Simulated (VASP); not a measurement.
Write the native input for VASP 6.6.1 that does the following.

```
Task                   : relaxation of cell and atoms
Functional             : r2SCAN
Dispersion             : rVV10
Potentials or basis    : VASP PAW PBE potentials, release 64 (Se)
Cutoff                 : 600 eV
k mesh                 : 9 × 9 × 6
Occupations            : gaussian, width 0.02 eV
Spin                   : no spin polarisation
Further INCAR settings : ALGO = Normal; EDIFF = 1e-07; IBRION = 2; EDIFFG = -0.005; NSW = 90; ISIF = 3
```

The structure of Se lies in POSCAR:

```
Se
1.0
    4.5048207000      0.0000000000      0.0000000000
   -2.2524103500      3.9012891700      0.0000000000
    0.0000000000      0.0000000000      4.9787963200
Se
3
Direct
    0.2178929800      0.0000000000      0.3333333300
    0.0000000000      0.2178929800      0.6666666700
    0.7821070200      0.7821070200      0.0000000000
```

The input as run:

INCAR

```
SYSTEM = Se
ALGO = Normal ; BPARAM = 11.95
CPARAM = 0.0093 ; EDIFF = 1E-7
EDIFFG = -0.005 ; ENCUT = 600
IBRION = 2 ; ISIF = 3
ISMEAR = 0 ; IVDW_NL = 2
LASPH = .TRUE. ; LCHARG = .FALSE.
LMIXTAU = .TRUE. ; LREAL = .FALSE.
LUSE_VDW = .TRUE. ; LWAVE = .FALSE.
METAGGA = R2SCAN ; NELM = 100
NSW = 90 ; PREC = Accurate
SIGMA = 0.02
```

KPOINTS

```
k-points
0
G
  9 9 6
  0 0 0
```

Potentials or basis: VASP PAW PBE potentials, release 64 (Se).

Command:

```console
$ cat potpaw_PBE.64/Se/POTCAR > POTCAR
$ mpirun -np 1 vasp_std > vasp.out
```

Results of the run:

```json
{"Relaxed volume": "27.01 Å³/atom", "Relaxed cell": "a = 4.311 Å, b = 4.311 Å, c = 5.034 Å, α = 90.00°, β = 90.00°, γ = 120.00°", "Space group after relaxing (to 0.05 Å)": "P3_121 (No. 152)", "Energy gained by relaxing": "7.0 meV/atom", "Ionic steps": "11", "Pressure after relaxing": "0.0 GPa", "Largest force after relaxing": "0.004 eV/Å", "Band gap on the k mesh": "1.07 eV, indirect (least direct gap 1.25 eV)"}
```

Caveat: the PAW data sets were made with another functional, which shifts forces and pressure a little; an odd mesh through Γ misses points on the zone boundary, where band edges often lie.

It took 35 min on 1 thread of Intel(R) Xeon(R) Platinum 8488C (Sapphire Rapids), with other jobs on the host, peak memory 0.46 GiB.
